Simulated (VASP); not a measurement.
# CdS (Greenockite) (P6_3mc) in VASP: further runs, part 3 of 3

VASP 6.6.1.

### 5 Elastic constants, PBE

This run uses another cell than the first one, of 26.17 Å³/atom, 1.053 times its volume.

Contents of POSCAR:

```
CdS
1.0
    4.2017994506      0.0000000000      0.0000000000
   -2.1008997253      3.6388650658      0.0000000000
    0.0000000000      0.0000000000      6.8458547105
  Cd              S
     2     2
Direct
     0.3333333332999970    0.6666666667000030    0.9994270479404272
     0.6666666667000030    0.3333333332999970    0.4994270479404272
     0.3333333332999970    0.6666666667000030    0.3755729520595728
     0.6666666667000030    0.3333333332999970    0.8755729520595728
```

Contents of INCAR.step1:

```
SYSTEM = CdS
PREC     = Accurate       ! precision mode
ENCUT    = 600            ! plane-wave cutoff, eV
EDIFF    = 1E-8           ! SCF threshold, eV
ISMEAR   = 0              ! smearing method
SIGMA    = 0.03           ! smearing width, eV
LREAL    = .False.        ! projectors in reciprocal space
LASPH    = .True.         ! aspherical terms in the spheres
NELM     = 80             ! most SCF steps
ALGO     = Normal         ! electronic algorithm
ISIF     = 3              ! what is computed and relaxed
LWAVE    = .False.        ! write WAVECAR
LCHARG   = .False.        ! write CHGCAR
GGA      = PE             ! functional
KPAR     = 2            
IBRION   = 2              ! ionic algorithm
NSW      = 40             ! ionic steps
EDIFFG   = -0.002         ! ionic threshold
```

Contents of INCAR.step2:

```
SYSTEM = CdS
PREC     = Accurate       ! precision mode
ENCUT    = 600            ! plane-wave cutoff, eV
EDIFF    = 1E-8           ! SCF threshold, eV
ISMEAR   = 0              ! smearing method
SIGMA    = 0.03           ! smearing width, eV
LREAL    = .False.        ! projectors in reciprocal space
LASPH    = .True.         ! aspherical terms in the spheres
NELM     = 80             ! most SCF steps
ALGO     = Normal         ! electronic algorithm
ISIF     = 3              ! what is computed and relaxed
LWAVE    = .False.        ! write WAVECAR
LCHARG   = .False.        ! write CHGCAR
GGA      = PE             ! functional
KPAR     = 2            
IBRION   = 6              ! ionic algorithm
NFREE    = 2            
POTIM    = 0.015          ! step
NSW      = 1              ! ionic steps
LEPSILON = .True.         ! dielectric tensor by DFPT
```

Contents of KPOINTS:

```
regular mesh
0
Gamma
  12 12 7
  0 0 0
```

Potentials or basis: VASP PAW PBE potentials, release 64 (Cd, S).

On the command line:

```sh
$ cat potpaw_PBE.64/Cd/POTCAR potpaw_PBE.64/S/POTCAR > POTCAR
$ cp INCAR.step1 INCAR
$ mpirun -np 2 vasp_std > vasp.out
$ cp CONTCAR POSCAR
$ cp INCAR.step2 INCAR
$ mpirun -np 2 vasp_std > vasp.out
```

OUTCAR:

```text
SYSTEM = CdS
   PREC = Accurate
   ENCUT = 600
   EDIFF = 1E-8
   ISMEAR = 0
   LREAL = .False.
   LASPH = .True.
   NELM = 80
   ISIF = 3
   GGA = PE
   IBRION = 6
   NFREE = 2
   POTIM = 0.015
   NSW = 1
   LEPSILON = .True.

 ion  position               nearest neighbor table
   1  0.333  0.667  0.999-   4 2.57   4 2.57   4 2.57   3 2.58
   2  0.667  0.333  0.499-   3 2.57   3 2.57   3 2.57   4 2.58
   3  0.333  0.667  0.376-   2 2.57   2 2.57   2 2.57   1 2.58
   4  0.667  0.333  0.876-   1 2.57   1 2.57   1 2.57   2 2.58

  LATTYP: Found a hexagonal cell.
 ALAT       =     4.2029843778
 C/A-ratio  =     1.6276036367

  Lattice vectors:

 A1 = (   4.2029843778,   0.0000000000,   0.0000000000)
 A2 = (  -2.1014921889,   3.6398912429,   0.0000000000)
 A3 = (   0.0000000000,   0.0000000000,   6.8407926584)

Analysis of symmetry for initial positions (statically):
=====================================================================
 Subroutine PRICEL returns:
 Original cell was already a primitive cell.

 Routine SETGRP: Setting up the symmetry group for a
 hexagonal supercell.

 Subroutine GETGRP returns: Found 12 space group operations
 (whereof  6 operations were pure point group operations)
 out of a pool of 24 trial point group operations.

The static configuration has the point symmetry C_3v.
 The point group associated with its full space group is C_6v.

Analysis of symmetry for dynamics (positions and initial velocities):
=====================================================================
 Subroutine PRICEL returns:
 Original cell was already a primitive cell.

 Routine SETGRP: Setting up the symmetry group for a
 hexagonal supercell.

 Subroutine GETGRP returns: Found 12 space group operations
 (whereof  6 operations were pure point group operations)
 out of a pool of 24 trial point group operations.

The dynamic configuration has the point symmetry C_3v.
 The point group associated with its full space group is C_6v.

 Subroutine INISYM returns: Found 12 space group operations
 (whereof  6 operations are pure point group operations),
 and found     1 'primitive' translations

----------------------------------------------------------------------------------------

                                     Primitive cell

  volume of cell :     104.6532

  direct lattice vectors                    reciprocal lattice vectors
     4.202984378  0.000000000  0.000000000     0.237926176  0.137366742  0.000000000
    -2.101492189  3.639891243  0.000000000     0.000000000  0.274733483  0.000000000
     0.000000000  0.000000000  6.840792658     0.000000000  0.000000000  0.146181890

  length of vectors
[... 394 lines left out ...]
 cond. band min:       1.9729577357   @ k =   0.0000   0.0000   0.0000
 fundamental gap:      1.0989252976
 Fermi energy:         0.9908178405

 k-point     1 :       0.0000    0.0000    0.0000
  band No.  band energies     occupation
      1     -11.1888      2.00000
      2     -10.8041      2.00000
      3      -6.6673      2.00000
      4      -6.6535      2.00000
      5      -6.6535      2.00000
      6      -6.5786      2.00000
[... 589 lines left out ...]
     21       6.3034      0.00000
     22       6.8096      0.00000

 [... further k-points ...]

------------------------ aborting loop because EDIFF is reached ----------------------------------------

  FORCE on cell =-STRESS in cart. coord.  units (eV):
  Direction    XX          YY          ZZ          XY          YZ          ZX
  --------------------------------------------------------------------------------------
  -------------------------------------------------------------------------------------
  Total       -0.0447205     -0.0447205      0.0950868      0.0000000     -0.0000000      0.0000000
  in kB       -0.6846439     -0.6846439      1.4557208      0.0000000     -0.0000000      0.0000000
  external PRESSURE =       0.0288110 kB  Pullay stress =       0.0000000 kB
[... 19 lines left out ...]
  FREE ENERGIE OF THE ION-ELECTRON SYSTEM (eV)
  ---------------------------------------------------
  free  energy   TOTEN  =       -12.2993739898 eV

  energy  without entropy=      -12.2993739898  energy(sigma->0) =      -12.29937399

 INTERNAL STRAIN TENSORS FROM STRAINED CELLS
 ============================================

 INTERNAL STRAIN TENSOR FOR ION    1 for displacements in x,y,z  (eV/Angst):
          X           Y           Z          XY          YZ          ZX
  --------------------------------------------------------------------------------
  x    -0.00000     0.00000    -0.00000    -4.44179    -0.00000    -3.20918
  y    -4.45539     4.45829    -0.00000    -0.00003    -3.20628    -0.00005
  z    -3.15078    -3.15226     6.16525     0.00028    -0.00260    -0.00001

 INTERNAL STRAIN TENSORS FROM DISPLACED ATOMS
 ============================================

 INTERNAL STRAIN TENSOR FOR ION    1 for displacements in x,y,z  (eV/Angst):
          X           Y           Z          XY          YZ          ZX
  --------------------------------------------------------------------------------
  x    -0.00000     0.00000    -0.00000    -4.44013     0.00000    -3.23321
  y    -4.44013     4.44013     0.00000     0.00000    -3.23321     0.00000
  z    -3.14234    -3.14234     6.12699     0.00000     0.00000     0.00000

 INTERNAL STRAIN TENSOR FOR ION    4 for displacements in x,y,z  (eV/Angst):
          X           Y           Z          XY          YZ          ZX
  --------------------------------------------------------------------------------
  x     0.00000    -0.00000    -0.00000     5.69116     0.00000     3.22102
  y     5.69116    -5.69116     0.00000    -0.00000     3.22102     0.00000
  z     3.13663     3.13663    -6.09119     0.00000     0.00000     0.00000

 Eigenvectors and eigenvalues of the dynamical matrix
 ----------------------------------------------------

   1 f  =    8.414895 THz    52.872342 2PiTHz  280.690668 cm-1    34.801192 meV
             X         Y         Z           dx          dy          dz
     -0.000000  2.426594  6.835546    -0.000000    0.000000    0.106670
      2.101492  1.213297  3.415150     0.000000   -0.000000   -0.106670
     -0.000000  2.426594  2.570544    -0.000000    0.000000   -0.699015
      2.101492  1.213297  5.990940     0.000000   -0.000000    0.699015
[... 71 lines left out ...]
  12 f/i=    0.004999 THz     0.031409 2PiTHz    0.166746 cm-1     0.020674 meV
             X         Y         Z           dx          dy          dz
     -0.000000  2.426594  6.835546     0.130120    0.609739   -0.000000
      2.101492  1.213297  3.415150     0.130120    0.609739   -0.000000
     -0.000000  2.426594  2.570544     0.069623    0.326252   -0.000000
      2.101492  1.213297  5.990940     0.069623    0.326252   -0.000000

--------------------------------------------------------------------------------------------------------

 MACROSCOPIC STATIC DIELECTRIC TENSOR IONIC CONTRIBUTION
 ------------------------------------------------------
           3.732614    -0.000000    -0.000000
          -0.000000     3.732614     0.000000
          -0.000000     0.000000     4.336618
 ------------------------------------------------------

 ELASTIC MODULI CONTR FROM IONIC RELAXATION (kBar)
 Direction    XX          YY          ZZ          XY          YZ          ZX
 --------------------------------------------------------------------------------
 XX        -257.2555    111.6305    141.6850      0.0000     -0.0000      0.0000
 YY         111.6305   -257.2555    141.6850     -0.0000      0.0000     -0.0000
 ZZ         141.6850    141.6850   -275.7030     -0.0000      0.0000     -0.0000
 XY           0.0000     -0.0000     -0.0000   -184.4430      0.0000      0.0000
 YZ          -0.0000      0.0000      0.0000      0.0000    -71.6308      0.0000
 ZX           0.0000     -0.0000     -0.0000      0.0000      0.0000    -71.6307
 --------------------------------------------------------------------------------

 TOTAL ELASTIC MODULI (kBar)
 Direction    XX          YY          ZZ          XY          YZ          ZX
 --------------------------------------------------------------------------------
 XX         779.0261    446.2555    373.4136      0.0000     -0.0000      0.0000
 YY         446.2555    779.0261    373.4136     -0.0000      0.0000     -0.0000
 ZZ         373.4136    373.4136    860.1307     -0.0000      0.0000     -0.0000
 XY           0.0000     -0.0000     -0.0000    166.3853      0.0000      0.0000
 YZ          -0.0000      0.0000      0.0000      0.0000    149.3765      0.0000
 ZX           0.0000     -0.0000     -0.0000      0.0000      0.0000    149.3765
 --------------------------------------------------------------------------------

 PIEZOELECTRIC TENSOR IONIC CONTR  for field in x, y, z        (C/m^2)
          XX          YY          ZZ          XY          YZ          ZX
  --------------------------------------------------------------------------------
  x     0.00000    -0.00000    -0.00000     0.00000     0.00000    -0.48655
  y    -0.00000    -0.00000     0.00000     0.00000    -0.48655     0.00000
  z    -0.52875    -0.52875     1.02889     0.00000    -0.00000     0.00000
```

Run time: 56 min. Hardware: 2 MPI ranks of Intel Xeon 6975P-C (Granite Rapids), shared host; peak memory 1.9 GiB.

Results:

```
Electronic dielectric tensor (diagonal)                 : 6.10, 6.10, 6.18
Born charges (mean of the diagonal)                     : Cd +2.22; S -2.22 e
Voigt bulk modulus                                      : 53 GPa
Highest phonon frequency at Γ, LO-TO splitting left out : 281 cm⁻¹
```

Phonon frequencies in cm⁻¹ (negative: imaginary):
```
              q point                              frequencies
(0.000, 0.000, 0.000)  0 0 0 43 43 129 213 220 220 232 232 281
```

Elastic tensor in Voigt notation (GPa, in the Cartesian axes of the cell as first typed):
```
78 45 37  0  0  0
45 78 37  0  0  0
37 37 86  0  0  0
 0  0  0 15  0  0
 0  0  0  0 15  0
 0  0  0  0  0 17
```

Electronic dielectric tensor:
```
6.10 0.00 0.00
0.00 6.10 0.00
0.00 0.00 6.18
```

Born effective charge tensors (e):
atom 1, Cd
```
2.19 0.00 0.00
0.00 2.19 0.00
0.00 0.00 2.28
```
atom 2, Cd
```
2.19 0.00 0.00
0.00 2.19 0.00
0.00 0.00 2.28
```
atom 3, S
```
-2.19  0.00  0.00
 0.00 -2.19  0.00
 0.00  0.00 -2.28
```
atom 4, S
```
-2.19  0.00  0.00
 0.00 -2.19  0.00
 0.00  0.00 -2.28
```

Clamped-ion elastic tensor (GPa):
```
104  33  23   0   0   0
 33 104  23   0   0   0
 23  23 114   0   0   0
  0   0   0  22   0   0
  0   0   0   0  22   0
  0   0   0   0   0  35
```

### 6 Phonons, PBEsol

Contents of POSCAR:

```
CdS
1.0
    4.1314640078     -0.0000000000     -0.0000000000
   -2.0657320039      3.5779527856      0.0000000000
   -0.0000000000     -0.0000000000      6.7246199984
  Cd              S
     2     2
Direct
     0.3333333332999970    0.6666666667000030    0.9993194299009363
     0.6666666667000030    0.3333333332999970    0.4993194299009364
     0.3333333332999970    0.6666666667000030    0.3756805700990636
     0.6666666667000030    0.3333333332999970    0.8756805700990637
```

Contents of INCAR.step1:

```
SYSTEM = CdS
PREC = Accurate
ENCUT = 600
EDIFF = 1E-8
ISMEAR = 0
SIGMA = 0.03
LREAL = .False.
LASPH = .True.
NELM = 80
ALGO = Fast
ISIF = 3
LWAVE = .False.
LCHARG = .False.
GGA = PS
KPAR = 2
IBRION = 2
NSW = 40
EDIFFG = -0.002
```

Contents of INCAR.step2:

```
SYSTEM = CdS
PREC = Accurate
ENCUT = 600
EDIFF = 1E-8
ISMEAR = 0
SIGMA = 0.03
LREAL = .False.
LASPH = .True.
NELM = 80
ALGO = Fast
ISIF = 2
LWAVE = .False.
LCHARG = .False.
GGA = PS
KPAR = 2
IBRION = 6
NFREE = 2
POTIM = 0.015
NSW = 1
```

Contents of KPOINTS:

```
Automatic mesh
0
Gamma
  9 9 4
  0 0 0
```

Potentials or basis: VASP PAW PBE potentials, release 64 (Cd, S).

On the command line:

```sh
$ cat potpaw_PBE.64/Cd/POTCAR potpaw_PBE.64/S/POTCAR > POTCAR
$ cp INCAR.step1 INCAR
$ mpirun -np 2 vasp_std > vasp.out
$ cp CONTCAR POSCAR
$ cp INCAR.step2 INCAR
$ mpirun -np 2 vasp_std > vasp.out
```

OUTCAR:

```text
SYSTEM = CdS
   PREC = Accurate
   ENCUT = 600
   EDIFF = 1E-8
   ISMEAR = 0
   LREAL = .False.
   LASPH = .True.
   NELM = 80
   ISIF = 2
   GGA = PS
   IBRION = 6
   NFREE = 2
   POTIM = 0.015
   NSW = 1

 ion  position               nearest neighbor table
   1  0.333  0.667  0.999-   4 2.53   4 2.53   4 2.53   3 2.53
   2  0.667  0.333  0.499-   3 2.53   3 2.53   3 2.53   4 2.53
   3  0.333  0.667  0.376-   2 2.53   2 2.53   2 2.53   1 2.53
   4  0.667  0.333  0.876-   1 2.53   1 2.53   1 2.53   2 2.53

  LATTYP: Found a hexagonal cell.
 ALAT       =     4.1314672779
 C/A-ratio  =     1.6277716788

  Lattice vectors:

 A1 = (   4.1314672779,   0.0000000000,   0.0000000000)
 A2 = (  -2.0657336390,   3.5779556176,   0.0000000000)
 A3 = (   0.0000000000,   0.0000000000,   6.7250854267)
[... 1116 lines left out ...]
  in kB       -0.9052405     -0.9052405      1.8239040      0.0000000      0.0000000      0.0000000
  external PRESSURE =       0.0044743 kB  Pullay stress =       0.0000000 kB
[... 19 lines left out ...]
  FREE ENERGIE OF THE ION-ELECTRON SYSTEM (eV)
  ---------------------------------------------------
  free  energy   TOTEN  =       -13.6330777253 eV

  energy  without entropy=      -13.6330777253  energy(sigma->0) =      -13.63307773

 INTERNAL STRAIN TENSORS FROM DISPLACED ATOMS
 ============================================

 INTERNAL STRAIN TENSOR FOR ION    1 for displacements in x,y,z  (eV/Angst):
          X           Y           Z          XY          YZ          ZX
  --------------------------------------------------------------------------------
  x    -0.00000    -0.00000     0.00000    -5.44846    -0.00000    -3.92527
  y    -5.44846     5.44846     0.00000    -0.00000    -3.92528     0.00000
  z    -3.86003    -3.86003     7.49343     0.00000     0.00000     0.00000

 INTERNAL STRAIN TENSOR FOR ION    4 for displacements in x,y,z  (eV/Angst):
          X           Y           Z          XY          YZ          ZX
  --------------------------------------------------------------------------------
  x     0.00000     0.00000    -0.00000     6.71783     0.00000     3.93062
  y     6.71783    -6.71783     0.00000    -0.00000     3.93063     0.00000
  z     3.86659     3.86659    -7.49234     0.00000     0.00000     0.00000

 Eigenvectors and eigenvalues of the dynamical matrix
 ----------------------------------------------------

   1 f  =    8.862432 THz    55.684304 2PiTHz  295.618917 cm-1    36.652058 meV
             X         Y         Z           dx          dy          dz
     -0.000000  2.385304  6.720369     0.000000    0.000000    0.119428
      2.065734  1.192652  3.357826    -0.000000   -0.000000   -0.119428
     -0.000000  2.385304  2.526624     0.000000    0.000000   -0.696948
      2.065734  1.192652  5.889166    -0.000000   -0.000000    0.696948
[... 71 lines left out ...]
  12 f/i=    0.004183 THz     0.026281 2PiTHz    0.139523 cm-1     0.017299 meV
             X         Y         Z           dx          dy          dz
     -0.000000  2.385304  6.720369    -0.000000   -0.000000   -0.623518
      2.065734  1.192652  3.357826    -0.000000   -0.000000   -0.623518
     -0.000000  2.385304  2.526624    -0.000000   -0.000000   -0.333504
      2.065734  1.192652  5.889166    -0.000000   -0.000000   -0.333504

 ELASTIC MODULI CONTR FROM IONIC RELAXATION (kBar)
 Direction    XX          YY          ZZ          XY          YZ          ZX
 --------------------------------------------------------------------------------
 XX        -335.9264    137.4431    192.4790     -0.0000     -0.0000      0.0000
 YY         137.4431   -335.9264    192.4790      0.0000      0.0000     -0.0000
 ZZ         192.4790    192.4790   -373.3127     -0.0000     -0.0000     -0.0000
 XY          -0.0000      0.0000     -0.0000   -236.6848     -0.0000     -0.0000
 YZ          -0.0000      0.0000     -0.0000     -0.0000    -96.4014      0.0000
 ZX           0.0000     -0.0000     -0.0000     -0.0000      0.0000    -96.4013
 --------------------------------------------------------------------------------
```

OUTCAR.step1:

```text
SYSTEM = CdS
   PREC = Accurate
   ENCUT = 600
   EDIFF = 1E-8
   ISMEAR = 0
   LREAL = .False.
   LASPH = .True.
[... 888 lines left out ...]
     -0.00000      2.38530      2.52662         0.000000      0.000000      0.001021
      2.06573      1.19265      5.88917        -0.000000      0.000000      0.001021
 -----------------------------------------------------------------------------------
    total drift:                               -0.000000      0.000000     -0.000288

  FREE ENERGIE OF THE ION-ELECTRON SYSTEM (eV)
  ---------------------------------------------------
  free  energy   TOTEN  =       -13.6339422179 eV

  energy  without entropy=      -13.6339422179  energy(sigma->0) =      -13.63394222

 reached required accuracy - stopping structural energy minimisation
```

Wall time 10 min (2 MPI ranks of AMD EPYC 9R45 (Zen 5), shared host); peak memory 0.72 GiB.

Results:

| Property | Result |
| --- | --- |
| Highest phonon frequency at Γ, LO-TO splitting left out | 296 cm⁻¹ |

Phonon frequencies in cm⁻¹ (negative: imaginary):
```tsv
q point	frequencies
(0.000, 0.000, 0.000)	0 0 0 42 42 134 230 237 237 250 250 296
```

Caveat: the PAW data sets were made with another functional, which shifts forces and pressure a little.

### 7 Overview

```csv
task,level,potentials or basis,cell,k mesh,cutoff (eV),grid for exact exchange (PRECFOCK),exchange at q = 0,share of exact exchange,by perturbation theory,monkhorst-Pack mesh,gap on the mesh (eV)
band structure,PBE-EpsX,"VASP PAW PBE potentials, release 64 (Cd, S)","P6_3mc, 24.85 Å³/atom",6 × 6 × 3,520,Fast,truncated,0.1617,-,-,2.29
phonons,LDA,"VASP PAW LDA potentials, release 64 (Cd, S)","P6_3mc, 24.03 Å³/atom",9 × 9 × 4,600,-,-,-,no,-,-
dielectric tensor,LDA,"VASP PAW LDA potentials, release 64 (Cd, S)","P6_3mc, 24.03 Å³/atom",12 × 12 × 7,600,-,-,-,-,no,1.04
elastic constants,PBE,"VASP PAW PBE potentials, release 64 (Cd, S)","P6_3mc, 26.17 Å³/atom",12 × 12 × 7,600,-,-,-,-,no,-
phonons,PBEsol,"VASP PAW PBE potentials, release 64 (Cd, S)","P6_3mc, 24.85 Å³/atom",9 × 9 × 4,600,-,-,-,no,-,-
```

Alike in all rows: no spin polarisation; smearing gaussian 0.03 eV.

Caveats: the PAW data sets were made with another functional, which shifts forces and pressure a little (some runs); an odd mesh through Γ misses points on the zone boundary, where band edges often lie (some runs).

Absolute energies hang on the potentials; compare differences alone.

### 8 Against experiment

Step 2. Measured gap of CdS: 2.5809 eV (quoted in “Isotope dependence of band-gap energy”, 2008, arxiv:0807.2152). This calculation gives 2.29 eV (-0.29 eV). Spin-orbit coupling on Cd is left out. The value is that of PBE-EpsX, without temperature or zero-point motion.

Step 4. The gap isn't set beside the deposited one, since this odd mesh misses points on the zone boundary.
